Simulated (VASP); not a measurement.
Calculation: modified Becke-Johnson potential (mBJ), VASP's PBE PAW potentials (set 64) (plane waves; VASP).

Input for VASP

File POSCAR:
```
MgF2
1
    4.6799509343     0.0000000000     0.0000000000
    0.0000000000     4.6799509343     0.0000000000
    0.0000000000     0.0000000000     3.0870154883
Mg F
2 4
Direct
  1.0000000000   0.0000000000   1.0000000000
  0.5000000000   0.5000000000   0.5000000000
  0.3031236327   0.3031236327   1.0000000000
  0.8031236327   0.1968763673   0.5000000000
  0.1968763673   0.8031236327   0.5000000000
  0.6968763673   0.6968763673   0.0000000000
```

File KPOINTS_OPT:
```
k-points along high-symmetry lines
7
Line-mode
Reciprocal
  0.000000   0.000000   0.000000 ! GAMMA
  0.000000   0.500000   0.000000 ! X

  0.000000   0.500000   0.000000 ! X
  0.500000   0.500000   0.000000 ! M

  0.500000   0.500000   0.000000 ! M
  0.000000   0.000000   0.000000 ! GAMMA

  0.000000   0.000000   0.000000 ! GAMMA
  0.000000   0.000000   0.500000 ! Z

  0.000000   0.000000   0.500000 ! Z
  0.000000   0.500000   0.500000 ! R

  0.000000   0.500000   0.500000 ! R
  0.500000   0.500000   0.500000 ! A

  0.500000   0.500000   0.500000 ! A
  0.000000   0.000000   0.500000 ! Z

  0.000000   0.500000   0.000000 ! X
  0.000000   0.500000   0.500000 ! R

  0.500000   0.500000   0.000000 ! M
  0.500000   0.500000   0.500000 ! A
```

KPOINTS:
```
Automatic mesh
0
Gamma
4 4 6
0 0 0
```

**INCAR**
```
! general
SYSTEM  = MgF2
PREC    = Accurate
ENCUT   = 520
LREAL   = .FALSE.
LASPH   = .TRUE.

! electronic loop
EDIFF   = 1E-6
NELM    = 200
ALGO    = Normal
LMIXTAU = .TRUE.

! smearing
ISMEAR  = 0
SIGMA   = 0.05

! functional
METAGGA = MBJ

! ions
ISIF    = 0

! output
LWAVE   = .FALSE.
LCHARG  = .FALSE.
```

POTCAR, in this order: Mg F (PBE.64 set). Program: vasp_std. Read from the step before: WAVECAR.

Output of the run:

File OUTCAR:
```
 ion  position               nearest neighbor table
   1  0.000  0.000  0.000-   3 2.01   6 2.01   5 2.02   4 2.02   4 2.02   5 2.02   2 3.65   2 3.65
                             2 3.65   2 3.65   2 3.65   2 3.65   2 3.65   2 3.65
   2  0.500  0.500  0.500-   4 2.01   5 2.01   3 2.02   6 2.02   3 2.02   6 2.02   1 3.65   1 3.65
                             1 3.65   1 3.65   1 3.65   1 3.65   1 3.65   1 3.65
   3  0.303  0.303  0.000-   1 2.01   2 2.02   2 2.02
   4  0.803  0.197  0.500-   2 2.01   1 2.02   1 2.02
   5  0.197  0.803  0.500-   2 2.01   1 2.02   1 2.02
   6  0.697  0.697  0.000-   1 2.01   2 2.02   2 2.02
  LATTYP: Found a simple tetragonal cell.
 ALAT       =     4.6799509343
 C/A-ratio  =     0.6596256097
 Subroutine PRICEL returns:
 Original cell was already a primitive cell.
 Subroutine GETGRP returns: Found 16 space group operations
The static configuration has the point symmetry D_2h.
 The point group associated with its full space group is D_4h.
The dynamic configuration has the point symmetry D_2h.
 Subroutine INISYM returns: Found 16 space group operations
 Subroutine IBZKPT returns following result:
 Found     24 irreducible k-points:

 Following reciprocal coordinates:
            Coordinates               Weight
  0.000000  0.000000  0.000000      1.000000
  0.250000  0.000000  0.000000      4.000000
  0.500000  0.000000  0.000000      2.000000
  0.250000  0.250000  0.000000      4.000000
  0.500000  0.250000  0.000000      4.000000
  0.500000  0.500000  0.000000      1.000000
  0.000000  0.000000  0.166667      2.000000
  0.250000  0.000000  0.166667      8.000000
  0.500000  0.000000  0.166667      4.000000
  0.250000  0.250000  0.166667      8.000000
  0.500000  0.250000  0.166667      8.000000
  0.500000  0.500000  0.166667      2.000000
  0.000000  0.000000  0.333333      2.000000
  0.250000  0.000000  0.333333      8.000000
  0.500000  0.000000  0.333333      4.000000
  0.250000  0.250000  0.333333      8.000000
...
```

**OSZICAR**
```
       N       E                     dE             d eps       ncg     rms          rms(c)
DAV:   1     0.755366015783E+02    0.75537E+02   -0.34923E+00   960   0.223E+01    0.142E+00
DAV:   2     0.734094241590E+02   -0.21272E+01   -0.13195E+01   960   0.332E+01    0.420E+00
DAV:   3     0.733593489496E+02   -0.50075E-01   -0.19514E-01   992   0.382E+00    0.440E+00
DAV:   4     0.727135256904E+02   -0.64582E+00   -0.55120E-01   996   0.740E+00    0.379E+00
DAV:   5     0.725999696324E+02   -0.11356E+00   -0.31394E-01  1020   0.487E+00    0.437E+00
DAV:   6     0.725309923230E+02   -0.68977E-01   -0.64989E-03  1044   0.647E-01    0.447E+00
DAV:   7     0.723562877996E+02   -0.17470E+00   -0.49635E-03  1032   0.707E-01    0.434E+00
DAV:   8     0.732383948508E+02    0.88211E+00   -0.94409E-02   976   0.324E+00    0.477E+00
DAV:   9     0.748937880764E+02    0.16554E+01   -0.66199E-02  1032   0.242E+00    0.421E+00
DAV:  10     0.751163718242E+02    0.22258E+00   -0.24541E-01  1044   0.485E+00    0.276E+00
DAV:  11     0.754961196698E+02    0.37975E+00   -0.35202E-02  1048   0.148E+00    0.239E+00
DAV:  12     0.763366436020E+02    0.84052E+00   -0.23582E-02  1044   0.136E+00    0.192E+00
DAV:  13     0.776044152121E+02    0.12678E+01   -0.25233E-01  1064   0.448E+00    0.233E+00
DAV:  14     0.782127675318E+02    0.60835E+00   -0.15614E-02  1080   0.137E+00    0.243E+00
DAV:  15     0.790955223542E+02    0.88275E+00   -0.34905E-02   968   0.164E+00    0.167E+00
DAV:  16     0.803198896802E+02    0.12244E+01   -0.17846E-02  1016   0.131E+00    0.142E+00
DAV:  17     0.808697167912E+02    0.54983E+00   -0.54003E-02  1048   0.200E+00    0.788E-01
DAV:  18     0.813875579707E+02    0.51784E+00   -0.41141E-02  1016   0.167E+00    0.992E-02
DAV:  19     0.814243183339E+02    0.36760E-01   -0.13547E-02  1004   0.110E+00    0.677E-02
DAV:  20     0.814409094559E+02    0.16591E-01   -0.23320E-03  1044   0.420E-01    0.219E-01
DAV:  21     0.814197138186E+02   -0.21196E-01   -0.12789E-03  1004   0.337E-01    0.789E-02
DAV:  22     0.814388157198E+02    0.19102E-01   -0.38566E-04  1020   0.160E-01    0.268E-02
DAV:  23     0.814452506597E+02    0.64349E-02   -0.66598E-05  1036   0.813E-02    0.122E-02
DAV:  24     0.814644767367E+02    0.19226E-01   -0.19798E-05  1076   0.492E-02    0.270E-03
DAV:  25     0.814638137700E+02   -0.66297E-03   -0.61068E-06   976   0.231E-02    0.574E-03
DAV:  26     0.814682153874E+02    0.44016E-02   -0.58587E-07   676   0.947E-03    0.604E-03
DAV:  27     0.814701461925E+02    0.19308E-02   -0.77438E-07   616   0.893E-03    0.484E-03
DAV:  28     0.814721678267E+02    0.20216E-02   -0.56273E-07   480   0.775E-03    0.238E-03
DAV:  29     0.814734520444E+02    0.12842E-02   -0.31521E-07   496   0.612E-03    0.885E-04
DAV:  30     0.814737609528E+02    0.30891E-03   -0.55455E-08   480   0.325E-03    0.467E-04
DAV:  31     0.814739986597E+02    0.23771E-03   -0.54784E-09   480   0.811E-04    0.657E-04
DAV:  32     0.814746402909E+02    0.64163E-03   -0.21318E-08   480   0.142E-03    0.273E-04
DAV:  33     0.814744075774E+02   -0.23271E-03   -0.73060E-09   480   0.940E-04    0.195E-04
DAV:  34     0.814743489872E+02   -0.58590E-04   -0.13882E-09   480   0.420E-04    0.661E-05
DAV:  35     0.814744081129E+02    0.59126E-04   -0.79765E-10   480   0.217E-04    0.348E-05
DAV:  36     0.814743790500E+02   -0.29063E-04   -0.16335E-10   480   0.147E-04    0.132E-05
DAV:  37     0.814743668549E+02   -0.12195E-04   -0.83615E-11   480   0.728E-05    0.108E-05
DAV:  38     0.814743418305E+02   -0.25024E-04   -0.11131E-11   480   0.352E-05    0.323E-06
DAV:  39     0.814743412399E+02   -0.59060E-06   -0.12621E-11   480   0.369E-05
   1 F= 0.81474341E+02 E0= 0.81474341E+02  d E =-.325762E-13
       N       E                     dE             ncg
       N       E                     dE             ncg
       N       E                     dE             ncg
```

### OUTCAR
```
------------------------ aborting loop because EDIFF is reached ----------------------------------------
  volume of cell :       67.61
      direct lattice vectors                 reciprocal lattice vectors
     4.679950934  0.000000000  0.000000000     0.213677454  0.000000000  0.000000000
     0.000000000  4.679950934  0.000000000     0.000000000  0.213677454  0.000000000
     0.000000000  0.000000000  3.087015488     0.000000000  0.000000000  0.323937474
 POSITION                                       TOTAL-FORCE (eV/Angst)
 -----------------------------------------------------------------------------------
      0.00000      0.00000      0.00000         0.000000      0.000000     -0.000000
      2.33998      2.33998      1.54351         0.000000      0.000000     -0.000000
      1.41860      1.41860      0.00000        -0.019840     -0.019840     -0.000000
      3.75858      0.92137      1.54351        -0.019840      0.019840     -0.000000
      0.92137      3.75858      1.54351         0.019840     -0.019840     -0.000000
      3.26135      3.26135      0.00000         0.019840      0.019840      0.000000
 -----------------------------------------------------------------------------------
    total drift:                                0.000000      0.000000      0.000000
  FREE ENERGIE OF THE ION-ELECTRON SYSTEM (eV)
  ---------------------------------------------------
  free  energy   TOTEN  =        81.4743412399 eV

  energy  without entropy=       81.4743412399  energy(sigma->0) =       81.47434124

     CMBJ =    1.0000

     CMBJA=   -0.0120

     CMBJB=    1.0230

     CMBJE=    0.5000

    CMBJ =    1.5450
```
(Selected blocks of OUTCAR.)

File OUTCAR:
```
 val. band max:        0.2029433334   @ k =   0.0000   0.0000   0.0000

 cond. band min:      10.8247470413   @ k =   0.0000   0.0000   0.0000


 Fermi energy:         0.4423318793

 k-point     1 :       0.0000    0.0000    0.0000
  band No.  band energies     occupation
      1     -22.3211      2.00000
      2     -21.8188      2.00000
      3     -21.8188      2.00000
      4     -21.7747      2.00000
      5      -3.0539      2.00000
      6      -1.4856      2.00000
      7      -1.4373      2.00000
      8      -1.4373      2.00000
      9      -1.3980      2.00000
     10      -1.3611      2.00000
     11      -0.8450      2.00000
     12      -0.8450      2.00000
     13      -0.4710      2.00000
     14      -0.0897      2.00000
     15      -0.0897      2.00000
     16       0.2029      2.00000
     17      10.8247      0.00000
     18      16.1406      0.00000
     19      16.1406      0.00000
     20      17.7676      0.00000

 k-point     2 :       0.2500    0.0000    0.0000
  band No.  band energies     occupation
      1     -22.2556      2.00000
      2     -21.9234      2.00000
      3     -21.8018      2.00000
      4     -21.7514      2.00000
      5      -2.8761      2.00000
      6      -1.9240      2.00000
      7      -1.4659      2.00000
      8      -1.2895      2.00000
      9      -1.1703      2.00000
     10      -1.0447      2.00000
     11      -0.9254      2.00000
     12      -0.7906      2.00000
     13      -0.5256      2.00000
     14      -0.4017      2.00000
     15      -0.1117      2.00000
     16       0.0994      2.00000
     17      11.4711      0.00000
     18      14.9610      0.00000
     19      16.5509      0.00000
     20      17.9663      0.00000

 k-point     3 :       0.5000    0.0000    0.0000
  band No.  band energies     occupation
      1     -22.0997      2.00000
      2     -22.0997      2.00000
      3     -21.7687      2.00000
      4     -21.7687      2.00000
      5      -2.4466      2.00000
...
```

mBJ is a potential without an energy functional, so only the levels count.

The compound is MgF2 in the rutile structure. It was relaxed first. The cell's shape comes from a PBE relaxation.
